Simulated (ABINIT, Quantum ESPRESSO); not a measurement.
This is a calculation of Co for Quantum ESPRESSO 7.5. 

pw.in

```
&CONTROL
  calculation = 'scf'
  prefix = 'pwscf'
  outdir = './tmp'
  pseudo_dir = './pseudo'
  tprnfor = .true.
  tstress = .true.
  disk_io = 'low'
/
&SYSTEM
  ibrav = 0
  nat = 4
  ntyp = 1
  ecutwfc = 55
  ecutrho = 440
  nbnd = 48
  occupations = 'smearing'
  smearing = 'fd'
  degauss = 0.00367493
  nspin = 2
  starting_magnetization(1) = 0.1176
/
&ELECTRONS
  conv_thr = 8d-10
  electron_maxstep = 120
  mixing_beta = 0.3
/
ATOMIC_SPECIES
Co    58.9332 Co_pbe_v1.2.uspp.F.UPF
CELL_PARAMETERS angstrom
   2.4705617809    0.0000000000    0.0000000000
  -1.2352808905    2.1395692639    0.0000000000
   0.0000000000    0.0000000000    8.0882338000
ATOMIC_POSITIONS crystal
Co     0.6666666667    0.3333333333    0.7500000000
Co     0.0000000000    0.0000000000    0.5000000000
Co     0.3333333333    0.6666666667    0.2500000000
Co     0.0000000000    0.0000000000    0.0000000000
K_POINTS automatic
12 12 4 0 0 0
```

The input pp_density.in:

```
&INPUTPP
  prefix = 'pwscf'
  outdir = './tmp'
  filplot = 'density.dat'
  plot_num = 0
/
&PLOT
  nfile = 1
  filepp(1) = 'density.dat'
  iflag = 3
  output_format = 6
  fileout = 'density.cube'
/
```

File pp_potential.in:

```
&INPUTPP
  prefix = 'pwscf'
  outdir = './tmp'
  filplot = 'potential.dat'
  plot_num = 11
/
&PLOT
  nfile = 1
  filepp(1) = 'potential.dat'
  iflag = 3
  output_format = 6
  fileout = 'potential.cube'
/
```

Contents of pp_spin.in:

```
&INPUTPP
  prefix = 'pwscf'
  outdir = './tmp'
  filplot = 'spin.dat'
  plot_num = 6
/
&PLOT
  nfile = 1
  filepp(1) = 'spin.dat'
  iflag = 3
  output_format = 6
  fileout = 'spin.cube'
/
```

Potentials or basis: SSSP 1.3 efficiency PBE.

Launch:

```sh
$ OMP_NUM_THREADS=2 pw.x -in pw.in > pw.out
$ OMP_NUM_THREADS=2 pp.x -in pp_density.in > pp_density.out
$ OMP_NUM_THREADS=2 pp.x -in pp_potential.in > pp_potential.out
$ OMP_NUM_THREADS=2 pp.x -in pp_spin.in > pp_spin.out
```

Problem. What does the same run look like in ABINIT 10.8.3 (patched build)? Potentials or basis there: JTH PAW PBE v2.0, cutoff 707 eV.

Solution. As run (cutoffs and basis follow the program's own potentials, and thresholds, step limits or extra output files can differ):

Contents of run.abi:

```
# Pseudopotentials
pp_dirpath "./"
pseudos "Co.GGA_PBE-JTH.xml"

# Structure
acell 4.6686851399 4.66868514 15.2845467139
rprim
     1.0000000000     0.0000000000     0.0000000000
    -0.5000000000     0.8660254038     0.0000000000
     0.0000000000     0.0000000000     1.0000000000
ntypat 1
znucl 27
natom 4
typat 1 1 1 1
xred
     0.6666666667     0.3333333333     0.7500000000
     0.0000000000     0.0000000000     0.5000000000
     0.3333333333     0.6666666667     0.2500000000
     0.0000000000     0.0000000000     0.0000000000

# Plane-wave basis
ecut 707.496042 eV
pawecutdg 48.0
pawxcdev 0

# k points
kptopt 1
ngkpt 12 12 4
nshiftk 1
shiftk 0.0 0.0 0.0

# Exchange and correlation
ixc 11

# Bands and occupations
nband 43
occopt 3
tsmear 0.05 eV

# Spin
nsppol 2
spinat
     0.0000000000     0.0000000000     2.0000000000
     0.0000000000     0.0000000000     2.0000000000
     0.0000000000     0.0000000000     2.0000000000
     0.0000000000     0.0000000000     2.0000000000

# SCF cycle
nstep 100
tolvrs 1.0e-9

# Output
iomode 3
prtwf 0
prtden 0
prteig 0
prtebands 0
enunit 2
```

Potentials or basis: JTH PAW PBE v2.0.

Command:

```bash
$ mpirun --bind-to none -np 4 abinit run.abi > log 2>&1
```

Both were run:

|  | Quantum ESPRESSO | ABINIT |
| --- | --- | --- |
| Pressure | 4.7 GPa | 5.0 GPa |
| Net moment | 6.74 μB per cell | 6.61 μB per cell |
| Valence electrons inside the program's atomic spheres | Co 15.59 | Co 15.56 (radii [1.1161] Å) |

The magnetic state is the one that the start led to; the real crystal's order can differ.

Pressure is positive in compression.
